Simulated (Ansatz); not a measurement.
Bi2Se3 (Paraguanajuatite):

```
Bi Se
1.0
     2.07150    1.19598    9.54533
    -2.07150    1.19598    9.54533
     0.00000   -2.39196    9.54533
Bi Se
2 3
Direct
  0.59920 0.59920 0.59920
  0.40080 0.40080 0.40080
  0.78830 0.78830 0.78830
  0.21170 0.21170 0.21170
  0.00000 0.00000 0.00000
```

| Quantity | Value |
| --- | --- |
| Program | Ansatz 0.2.0 |
| Task | relaxation of cell and atoms |
| Functional | revPBE |
| Potentials or basis | Ansatz PAW |
| Cutoff | 420 eV (not typed: the program's choice for these potentials) |
| k mesh | 8 × 8 × 8 |
| Occupations | fermi-dirac, width 0.05 eV |
| Spin | no spin polarisation |

At the start: volume 28.38 Å³/atom.

Q: How do energy, volume and symmetry change on relaxing?

A: It ends after 14 steps and the volume is 37.69 Å³/atom (+32.8 %); space group R-3m (No. 166, to 0.05 Å).

Step by step:
| step | energy change (eV) | largest force (eV/Å) | volume (Å³) |
| --- | --- | --- | --- |
| 1 | 0.0000 | 0.1606 | 141.89 |
| 2 | -0.0948 | 0.4610 | 160.33 |
| 3 | -0.1721 | 0.0225 | 159.57 |
| 4 | -0.1994 | 0.0843 | 161.07 |
| 5 | -0.2192 | 0.0632 | 166.39 |
| 6 | -0.2228 | 0.1020 | 171.45 |
| 7 | -0.2243 | 0.0036 | 170.89 |
| 8 | -0.2368 | 0.0048 | 170.89 |
| 9 | -0.2441 | 0.0198 | 174.97 |
| 10 | -0.2512 | 0.0024 | 181.79 |
| 11 | -0.2524 | 0.0031 | 184.49 |
| 12 | -0.2528 | 0.0051 | 188.85 |
| 13 | -0.2528 | 0.0025 | 188.44 |
| 14 | -0.2552 | 0.0029 | 188.44 |

Final structure:
```yaml
crystal:
  lattice:
    - [2.11050, 1.21850, 12.21245]
    - [-2.11050, 1.21850, 12.21245]
    - [0.00000, -2.43700, 12.21245]
  atoms:
    - { symbol: Bi, position: [0.61305, 0.61305, 0.61305] }
    - { symbol: Bi, position: [0.38695, 0.38695, 0.38695] }
    - { symbol: Se, position: [0.76286, 0.76286, 0.76286] }
    - { symbol: Se, position: [0.23714, 0.23714, 0.23714] }
    - { symbol: Se, position: [0.00000, 0.00000, 0.00000] }
```

Caveat: the volume moved by over 15 % at a fixed basis, so the end points are rough; the plane-wave basis is chosen anew once the cell has moved, so the energies of steps on either side of that aren't comparable; the volume moved by +33 % from the deposited cell, more than functionals usually miss; the PAW data sets come from PBE, with cores solved anew for the run's functional, which leaves a small shift of forces and pressure.
